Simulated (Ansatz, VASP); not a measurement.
# SiO2 in two plane-wave programs

One calculation is typed for both programs; each brings its own data sets. How far apart do they land? The cell is taken from a series of runs on this material, whose earlier steps may have relaxed, scaled, displaced or heated it; both programs get it as it stands.

Main program and level: Ansatz 0.2.0; plane waves, with VASP 6.6.1 beside it; single point at PBE0.

**1. The starting structure**

The structure is orthorhombic, space group Fddd (No. 70). Conventional cell: a = 4.719 Å, b = 9.433 Å, c = 14.726 Å, α = 90.00°, β = 90.00°, γ = 90.00°. Nearest to Si lie 4 O at 1.60 to 1.62 Å. O has 2 Si at 1.60 Å nearest. Nearest to O lie 2 Si at 1.62 Å. Farther neighbours and most contacts between anions are not listed.

**2. Ansatz: single point, PBE0**

Ansatz runs on its PAW soft_1 files.

A single point gives forces, pressure and levels at one fixed geometry, so differences don't come from the geometry; what else differs is listed under the comparison.

The input, input.yaml:

```yaml
crystal:
  lattice:
    - [0.0, 4.71625711, 7.3627753715]
    - [2.3595806657, 0.0, 7.3627753715]
    - [2.3595806657, 4.71625711, 0.0]
  atoms:
    - { symbol: Si, position: [0.56323108, 0.56323108, 0.93676892] }
    - { symbol: Si, position: [0.31323108, 0.31323108, 0.68676892] }
    - { symbol: Si, position: [0.68676892, 0.68676892, 0.31323108] }
    - { symbol: Si, position: [0.93676892, 0.93676892, 0.56323108] }
    - { symbol: O, position: [0.625, 0.125, 0.625] }
    - { symbol: O, position: [0.625, 0.625, 0.125] }
    - { symbol: O, position: [0.625, 0.625, 0.625] }
    - { symbol: O, position: [0.125, 0.625, 0.625] }
    - { symbol: O, position: [0.1865604, 0.8134396, 0.1865604] }
    - { symbol: O, position: [0.8134396, 0.1865604, 0.8134396] }
    - { symbol: O, position: [0.4365604, 0.0634396, 0.4365604] }
    - { symbol: O, position: [0.0634396, 0.4365604, 0.0634396] }
kpoints:
  mp_grid: { grid: [4, 4, 4] }
  band_path:
    path:
      - [0.0, 0.0, 0.0]
      - [0.5, 0.0, 0.5]
      - [1.0, 0.5, 0.5]
      - [0.5, 0.5, 0.0]
      - [0.0, 0.33825295, 0.33825295]
      - [1.0, 0.66174705, 0.66174705]
      - [0.5, 0.21309896, 0.71309896]
      - [0.5, 0.78690104, 0.28690104]
    npoints: 1
hamiltonian:
  xc: pbe0
  pseudopotentials: { kind: paw, azcp: { folder: soft_1 } }
scf:
  occupations: { method: fixed }
  n_extra_bands: 8
output:
  eigenvalues: true
  write_density: true
  write_potential: true
  elf: true
  volumetric_format: npy
```

The run is started by

```sh
$ ansatz run input.yaml --threads 3 --pin off --max-ram 92160MiB --backend cuda --events-out ev --progress --plain --runs-dir out --devices 1 --max-vram 13GiB
```

Numbers of over 12 decimals in the logs are rounded to 6 here.

What it wrote:

```text
scf.n_extra_bands = 8 over 32 filled bands (N_el = 64.0): the run solves 40 bands
GPUs: using 1 of 1 available (devices: 1).
Engine: ansatz 0.2.0, x86_64-unknown-linux-gnu
Pseudopotentials: kind: paw
Pseudopotential: Si, paw, valence charge 4, recommended cutoff 420 eV (normal), soft_1/Si.paw.azcp
Pseudopotential: O, paw, valence charge 6, recommended cutoff 420 eV (normal), soft_1/O.paw.azcp
Functional definition: PBE0
  parameter a = 0.25
  parameter kappa = 0.804
  parameter beta = 0.066725
  exchange = (1 - a)*pbe_x(kappa = kappa, mu = beta*pi^2/3) + a*exact_x
  correlation = pbe_c(beta = beta)
davidson cushion auto → on  (no smearing: the cushion is to keep the highest requested band from converging to the state above it; pin scf.eigensolver.cushion to override)
device memory: the entry about to start is reckoned to put 3.6 GiB on a device that reports 38.6 GiB free (of which the cap on the GPU budget leaves the run 13.0 GiB)
GPU FFT provider: cuFFT
GPU libraries: cuBLAS 13.8.2, cuFFT 12.4.0, cuSOLVER 12.3.4
Crystal: 12 atoms, lattice volume = 163.872 Å³
Basis set: ecut = 420 eV, 3169 PW (Γ)
Bands: 40, of which v1, the nominal top of the filled ones, is band 32 counted from 1 (31 counted from 0)
Symmetry: 8 space group operations
Space group: Fddd (ITA 70), of the structure as read, at distance tolerance 5.5e-5 Å
k-points: 18 of 64
Non-local potential: Si, projectors of the file, l = 0: 2, l = 1: 2, l = 2: 1
Non-local potential: O, projectors of the file, l = 0: 2, l = 1: 2, l = 2: 1
PAW form: soft (Blöchl's): semilocal exchange-correlation on the pseudo side does not see the compensation charge
PAW frozen core: Si, regenerated for the run's functional, and the local potential with it (the file was generated under x = pbe(κ = 0.804, μ = 0.219515), c = pbe(β = 0.066725))
PAW frozen core: O, regenerated for the run's functional, and the local potential with it (the file was generated under x = pbe(κ = 0.804, μ = 0.219515), c = pbe(β = 0.066725))
PAW one-centre angular grid: Si, 110 points (default); XC on 64 Gauss nodes
PAW one-centre angular grid: O, 110 points (default); XC on 64 Gauss nodes
Initial density: superposition of atomic densities (chi_scale 0.1, normalization cell, long waves kept (reshape's long-wave potential 0.01 eV rms))
Initial wavefunctions: pseudopotential atomic-orbital guess
GPU buffer pool allocated for 116640 grid points (all kernels)
GPU transforms: local potential and band sums: pruned to the plane-wave sphere, on 60×54×36
Functional: x = pbe(κ = 0.804, μ = 0.219515), c = pbe(β = 0.066725), warm-up for x = 0.75 pbe(κ = 0.804, μ = 0.219515) + 0.25 exact, c = pbe(β = 0.066725)
SCF iter   1: F=—  HF=-7103.129837 eV  |F-HF|=—  |Δ(HF+E_count)|=         —  Δρ=1.32e-1  dr2=2.54e1  ethr=1.00e-1  ⟨swp⟩=4.9  Hψ=2664  notcnv=0
preconditioner: auto → none  [insulator: Δε(μ)=7.313 eV  Ē_g=17.495 eV  n_scr=30 (ndim 8)  ℏωp=23.2 eV  f_vac=0.049]
SCF iter   2: F=—  HF=-7096.902660 eV  |F-HF|=—  |Δ(HF+E_count)|=    6.23e0  Δρ=6.71e-2  dr2=3.10e0  ethr=3.97e-2  ⟨swp⟩=3.6  Hψ=2178  notcnv=0  defer=1
iter 3 solved again at ethr=4.82e-4 eV; its pass at ethr=4.85e-3 eV (dr2=3.08e-1 eV) is discarded
SCF iter   3: F=—  HF=-7096.148882 eV  |F-HF|=—  |Δ(HF+E_count)|=   7.54e-1  Δρ=2.10e-2  dr2=3.06e-1  ethr=4.82e-4  ⟨swp⟩=3.3  Hψ=3678  notcnv=0  defer=1
SCF iter   4: F=—  HF=-7096.188015 eV  |F-HF|=—  |Δ(HF+E_count)|=   3.91e-2  Δρ=2.38e-3  dr2=6.36e-3  ethr=4.79e-4  ⟨swp⟩=3.9  Hψ=1756  notcnv=0  defer=1
SCF iter   5: F=-7096.187012 eV  HF=-7096.187689 eV  |F-HF|=6.77e-4  |Δ(HF+E_count)|=   3.26e-4  Δρ=8.41e-4  dr2=1.26e-3  ethr=9.94e-6  ⟨swp⟩=4.9  Hψ=2359  notcnv=0  defer=1
SCF 1 stopped early in 5 iterations: F = -7096.187012 eV  dr2 = 1.26e-3
  greatest PAW one-centre occupation: 0.862 electrons in one spin orbital (limit 2), on the O atom at site 11 (counted from 0), in its partial waves of l = 0
device memory: the entry about to start is reckoned to put 4.3 GiB on a device that reports 38.5 GiB free (of which the cap on the GPU budget leaves the run 13.0 GiB)
GPU FFT provider: cuFFT
GPU libraries: cuBLAS 13.8.2, cuFFT 12.4.0, cuSOLVER 12.3.4
Initial density: handed on by an earlier stage of this run
Initial wavefunctions: those handed on with the density
GPU buffer pool allocated for 116640 grid points (all kernels)
GPU transforms: local potential and band sums: pruned to the plane-wave sphere, on 60×54×36
Functional: x = 0.75 pbe(κ = 0.804, μ = 0.219515) + 0.25 exact, c = pbe(β = 0.066725)
Exchange kernel: α = 0.2500, full range, Wigner–Seitz truncation, v(0) = 16141.1433 eV·Å³, q-mesh 4×4×4, nearest image of the exchange supercell L = 18.88 Å, pair-density grid 48×30×32, without the augmentation charges, whose exchange is taken in its separable form by FFT convolution over the k-point mesh (the finest that the files' search goes to), smooth part of the exact exchange by density-matrix convolution in up to 3.87 GiB of GPU memory as planned if the GPU has room (build and FFT work areas not counted)
Frozen-core exchange: fock
SCF iter   1: F=—  HF=-7099.016896 eV  |F-HF|=—  |Δ(HF+E_count)|=         —  Δρ=6.57e-3  dr2=6.06e-2  ethr=1.97e-5  ⟨swp⟩=7.7  Hψ=3620  notcnv=0
preconditioner: auto → none  [insulator: Δε(μ)=8.353 eV  Ē_g=19.428 eV  n_scr=30 (ndim 8)  ℏωp=23.2 eV  f_vac=0.189]
SCF iter   2: F=—  HF=-7098.995836 eV  |F-HF|=—  |Δ(HF+E_count)|=   2.11e-2  Δρ=1.94e-3  dr2=8.57e-3  ethr=1.97e-5  ⟨swp⟩=3.9  Hψ=2173  notcnv=0
SCF iter   3: F=—  HF=-7099.018885 eV  |F-HF|=—  |Δ(HF+E_count)|=   2.30e-2  Δρ=9.33e-4  dr2=1.47e-3  ethr=8.82e-6  ⟨swp⟩=4.1  Hψ=2388  notcnv=0  defer=2
SCF iter   4: F=—  HF=-7099.018548 eV  |F-HF|=—  |Δ(HF+E_count)|=   3.37e-4  Δρ=2.85e-4  dr2=1.33e-4  ethr=2.09e-6  ⟨swp⟩=3.0  Hψ=2040  notcnv=0
SCF iter   5: F=-7099.018902 eV  HF=-7099.018914 eV  |F-HF|=1.26e-5  |Δ(HF+E_count)|=   3.66e-4  Δρ=1.52e-4  dr2=2.63e-5  ethr=1.53e-7  ⟨swp⟩=5.2  Hψ=2548  notcnv=0  defer=2
SCF 2 stopped early in 5 iterations: F = -7099.018902 eV  dr2 = 2.63e-5
  greatest PAW one-centre occupation: 0.865 electrons in one spin orbital (limit 2), on the O atom at site 11 (counted from 0), in its partial waves of l = 0
hybrid outer 1: dexx = +2.883e-2 eV, tail = 1.01e-4 eV
GPU FFT provider: cuFFT
GPU libraries: cuBLAS 13.8.2, cuFFT 12.4.0, cuSOLVER 12.3.4
GPU buffer pool allocated for 116640 grid points (all kernels)
GPU transforms: local potential and band sums: pruned to the plane-wave sphere, on 60×54×36
Exchange kernel: α = 0.2500, full range, Wigner–Seitz truncation, v(0) = 16141.1433 eV·Å³, q-mesh 4×4×4, nearest image of the exchange supercell L = 18.88 Å, pair-density grid 48×30×32, without the augmentation charges, whose exchange is taken in its separable form by FFT convolution over the k-point mesh (the finest that the files' search goes to), smooth part of the exact exchange by density-matrix convolution in up to 3.87 GiB of GPU memory as planned if the GPU has room (build and FFT work areas not counted)
Frozen-core exchange: fock
SCF iter   1: F=—  HF=-7099.019259 eV  |F-HF|=—  |Δ(HF+E_count)|=         —  Δρ=9.19e-5  dr2=6.69e-6  ethr=7.92e-7  ⟨swp⟩=3.4  Hψ=1649  notcnv=0
preconditioner: auto → none  [insulator: Δε(μ)=8.354 eV  Ē_g=19.413 eV  n_scr=30 (ndim 8)  ℏωp=23.2 eV  f_vac=0.198]
iter 2 solved again at ethr=4.52e-10 eV; its pass at ethr=9.25e-9 eV (dr2=2.90e-7 eV) is discarded
SCF iter   2: F=—  HF=-7099.019259 eV  |F-HF|=—  |Δ(HF+E_count)|=   1.45e-7  Δρ=2.17e-5  dr2=3.98e-7  ethr=4.52e-10  ⟨swp⟩=2.3  Hψ=4091  notcnv=0
SCF iter   3: F=-7099.019260 eV  HF=-7099.019260 eV  |F-HF|=1.67e-8  |Δ(HF+E_count)|=   1.08e-6  Δρ=6.20e-6  dr2=3.27e-8  ethr=4.52e-10  ⟨swp⟩=5.9  Hψ=2555  notcnv=0  defer=20
SCF 3 converged in 3 iterations: F = -7099.019260 eV  dr2 = 3.27e-8
hybrid outer 2: dexx = +1.038e-6 eV, tail = 8.40e-8 eV, Δε = 4.25e-3 eV (about 2.01e-4 eV left of the loop's levels)
the search or the solves at the SCF's close seem to have found levels that the self-consistency loop had missed (the run counts 1). By its estimate they hold under 1e-12 electrons; where the run keeps them, the occupations were computed again with them
device memory: the entry about to start is reckoned to put 1.3 GiB on a device that reports 42.2 GiB free (of which the cap on the GPU budget leaves the run 13.0 GiB)
NSCF: frozen V_eff on 8 k-points
hybrid SCF converged: 2 outer / 8 inner (+5 warm-up), last move |dexx| = 1.04e-6 eV, tail = 8.40e-8 eV
Stability not checked: this state was not tested for a lower state beside it, because the functional holds exact exchange (a hybrid, or Hartree-Fock), whose exchange loop this test does not read (fock_operator; see scf.lower_state_search)
Free energy (F): -7099.019261 eV
Frozen-core exchange: fock
Harris-Foulkes:  -7099.019261 eV  (|F-HF|=1.67e-8)
Internal energy: -7099.019261 eV  (E = F + TS)
E sigma→0 (E₀):  -7099.019261 eV
Fermi energy:    0.043987 eV
--- Per-component energies (eV) ---
  E_band       = -469.720640
  E_kinetic    = 1566.813209
  E_local      = -4242.478776  (includes V_loc(G=0)·N_el)
  E_nonlocal   = 497.172255
  E_hartree    = 1577.228393
  E_xc         = -621.870179
  E_vxc        = -719.196547  (∫ρ·V_xc dr)
  E_exx        = -211.209541  (= α·E_x^exact, valence–valence)
  E_paw        = -3333.594449  (= ΣΔE_a)
  E_vpaw       = -304.067706  (= ΣTr[D̂ρ^β])
  E_aug_tail   = 0.006660  (compensation charges beyond the density's cutoff)
  E_ewald      = -2330.657877
  E_core_change = -0.428957  (= ΣΔE_core)
  E_smearing   = -0.000000  (= −TS)
  E_closure    = -0.000000  (closes the sum)
  Σ components = -7099.019261   (vs F -7099.019261, Δ=-9.09e-13)
--- Band table (eV; the first three rows and the last of 18) ---
  k-point 0: bands = [... 28 lower, -0.6117, -0.4236, 0.0101, 0.0440, 8.3974, 11.0874, 11.1392, 11.4775, ... 4 higher]
  k-point 1: bands = [... 28 lower, -0.7569, -0.3865, -0.1992, -0.1305, 9.3699, 11.5849, 11.6380, 11.8814, ... 4 higher]
  k-point 2: bands = [... 28 lower, -0.6000, -0.5518, -0.2864, -0.2296, 10.9512, 11.5358, 11.8671, 12.3244, ... 4 higher]
  k-point 17: bands = [... 28 lower, -0.6040, -0.6040, -0.1181, -0.1181, 9.5854, 9.5854, 11.5959, 11.5959, ... 4 higher]
```

Reading the cycles: dr2 is the Hartree energy of the density residual (eV), the measure of convergence; HF is the Harris–Foulkes estimate of the energy, which meets the free energy F at convergence.

(Part 1 of 2 ends here.)

[Lines on the potential files, build, host, timing and source positions are cut from VASP's logs without a mark.]

[Logs are printed without paths, hosts, clocks, repeated set-up lines and the standing remarks that a program may print on its own settings, such as how far it seeks lower states.]

[Hosts, paths, dates, database ids (printed as entryN), source tags and the programs' standing remarks are cut or masked in the printed files.]
